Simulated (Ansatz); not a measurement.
# Bi in Ansatz: the effect of functional

Bi:

```
Bi
1.0
     3.48860   -3.13258    0.00000
     3.48860    3.13258    0.00000
    -1.26023    0.00000    3.11355
Bi
2
Direct
  0.75306 0.75306 0.85738
  0.24694 0.24694 0.14262
```

This isn't the form of Bi at room conditions, which is rhombohedral.

Alike in all runs:

* Program: Ansatz 0.2.0
* Task: projected density of states
* Potentials or basis: Ansatz PAW
* k mesh: 4 × 4 × 5
* Occupations: fermi-dirac, width 0.05 eV
* Spin: no spin polarisation

```csv
functional,cutoff,pressure (GPa),largest force (eV/Å)
LDA,420 eV (not typed: the program's choice for these potentials),-3.6,0.20
PBEsol,420 eV (not typed: the program's choice for these potentials),-2.4,0.17
r2SCAN,500 eV (not typed: the program's choice for these potentials),?,?
HSE06,420 eV (not typed: the program's choice for these potentials),-1.7,0.27
PBE0,420 eV (not typed: the program's choice for these potentials),-1.8,0.31
r2SCAN0,500 eV (not typed: the program's choice for these potentials),-2.1,0.38
```

What does the run with functional r2SCAN give?

Pressure -0.7 GPa; largest force 0.25 eV/Å.

Caveats: all runs use coarse meshes; spin-orbit coupling is left out, which moves the levels of the heavy elements; the PAW data sets come from PBE, with cores solved anew for the run's functional, which leaves a small shift of forces and pressure; the thresholds are loose for stress (some runs).
